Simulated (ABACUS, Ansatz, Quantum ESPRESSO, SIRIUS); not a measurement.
## LiF: equilibrium volume by level of theory

**What was measured.** The equilibrium volume of LiF (Griceite) (Fm-3m) is reported as 8.16 Å³/atom at 298.15 K (a printed reference work). The runs below try to reproduce it.

The structure is cubic, space group Fm-3m (No. 225). Conventional cell: a = 4.028 Å, b = 4.028 Å, c = 4.028 Å, α = 90.00°, β = 90.00°, γ = 90.00°. Around F (site symmetry m-3m) lie 6 Li at 2.01 Å. Li (site symmetry m-3m) has 6 F at 2.01 Å as nearest neighbours.

```csv
rung,level,program and potentials,cutoff (eV),k mesh,smearing,task,core time,chip,equilibrium volume (Å³/atom),miss,notes
GGA,PBEsol,"Ansatz, Ansatz PAW",420,11 × 11 × 11,fermi-dirac 0.05,relaxation of cell and atoms,4.6 s,Intel Xeon,8.05,-1.3 %,"potentials made for PBE, which Ansatz adapts in part"
GGA + dispersion,PBEsol+D3(BJ),"Ansatz, Ansatz PAW",420,11 × 11 × 11,gaussian 0.01,relaxation of cell and atoms,5.1 s,Intel Xeon,7.72,-5.4 %,"potentials made for PBE, which Ansatz adapts in part"
GGA + dispersion,PBEsol+D4,"Ansatz, Ansatz PAW",420,11 × 11 × 11,fermi-dirac 0.05,relaxation of cell and atoms,12 s,Intel Xeon,7.97,-2.3 %,"potentials made for PBE, which Ansatz adapts in part"
GGA,PBEsol,"Ansatz, PseudoDojo standard",1143,11 × 11 × 11,fermi-dirac 0.05,equation of state,13 s,Intel Xeon,8.01,-1.8 %,potentials made for PBE
GGA,PBEsol,"Ansatz, Ansatz PAW (files of its older set among them)",1050,11 × 11 × 11,fermi-dirac 0.05,equation of state,14 s,Intel Xeon,8.03,-1.6 %,"potentials made for PBE, which Ansatz adapts in part"
GGA + dispersion,PBEsol+D3(BJ)+ATM,"Ansatz, Ansatz PAW",420,11 × 11 × 11,fermi-dirac 0.05,relaxation of cell and atoms,15 s,Intel Xeon,7.79,-4.5 %,"potentials made for PBE, which Ansatz adapts in part"
GGA,PBEsol,"Ansatz, PseudoDojo stringent",1306,11 × 11 × 11,fermi-dirac 0.05,equation of state,16 s,Intel Xeon,8.00,-2.0 %,potentials made for PBE
GGA,PBEsol,"Ansatz, JTH PAW",1500,11 × 11 × 11,fermi-dirac 0.05,equation of state,17 s,Intel Xeon,8.08,-1.0 %,potentials made for PBE
meta-GGA + dispersion,r2SCAN+D3(BJ),"Ansatz, JTH PAW LDA",1500,11 × 11 × 11,fermi-dirac 0.025,relaxation of cell and atoms,23 s,Arm Neoverse V1,7.83,-4.0 %,potentials made for LDA
GGA,PW91,"ABACUS, SPMS ONCV 1.0 PBE, plane waves",1143,9 × 9 × 9,fermi-dirac 0.05,equation of state,27 s,Intel Xeon Platinum 8488C Sapphire Rapids,8.37,+2.6 %,potentials made for PBE; fit through 4 volumes
GGA + dispersion,PBEsol+D4,"Quantum ESPRESSO, PseudoDojo 0.4.1 SR PBE standard",1143,11 × 11 × 11,fermi-dirac 0.05,relaxation of cell and atoms,28 s,Arm Neoverse V2,7.95,-2.6 %,potentials made for PBE
GGA,PBEsol,"Ansatz, all-electron LAPW, scalar-relativistic",-,11 × 11 × 11,fermi-dirac 0.05,equation of state,31 s,AMD EPYC 7R43 Zen 3,8.03,-1.6 %,-
GGA,SOGGA,"ABACUS, PseudoDojo NC SR 0.4 PBEsol stringent, plane waves",1320,9 × 9 × 9,fermi-dirac 0.05,relaxation of cell and atoms,60 s,Intel Xeon Platinum 8259CL Skylake/Cascade Lake,7.98,-2.2 %,potentials made for PBEsol
hybrid,PBE0,"Ansatz, Ansatz PAW",420,8 × 8 × 8,fermi-dirac 0.05,equation of state,85 s,AMD EPYC 7R13 Zen 3,8.05,-1.3 %,"potentials made for PBE, which Ansatz adapts in part"
hybrid,HSE06,"Ansatz, Ansatz PAW",420,8 × 8 × 8,fermi-dirac 0.05,equation of state,95 s,AMD EPYC 7R13 Zen 3,8.06,-1.2 %,"potentials made for PBE, which Ansatz adapts in part"
GGA,PBEsol,"SIRIUS, all-electron FP-LAPW, apw+lo standard",-,11 × 11 × 11,fermi-dirac 0.05,equation of state,2.1 min,Intel Xeon 6975P-C Granite Rapids,8.01,-1.8 %,-
```

Times are single runs on shared hosts and different chips, so they are rough; meshes, cutoffs and the tasks' sizes weigh on the time. All rows: no spin polarisation. Smearing widths are in eV. Meshes differ between rows, which moves values too. Meshes are those of the run's cell of 2 atoms unless a note names another. Relaxations start from the cell shown or near it and stop with a little pressure left. Misses use the values as printed. Runs on faulty files, with rough fits or with known faults for this quantity aren't shown. No row holds spin-orbit coupling.

By rung: GGA 7.98 to 8.37; GGA + dispersion 7.72 to 7.97; meta-GGA + dispersion 7.83; hybrid 8.05 to 8.06 (Å³/atom). Measured: 8.16 Å³/atom at 298.15 K (a printed reference work). Closest is PBEsol with Ansatz, JTH PAW (-1.0 %). The runs are for a static lattice, while measurements hold temperature and zero-point motion.
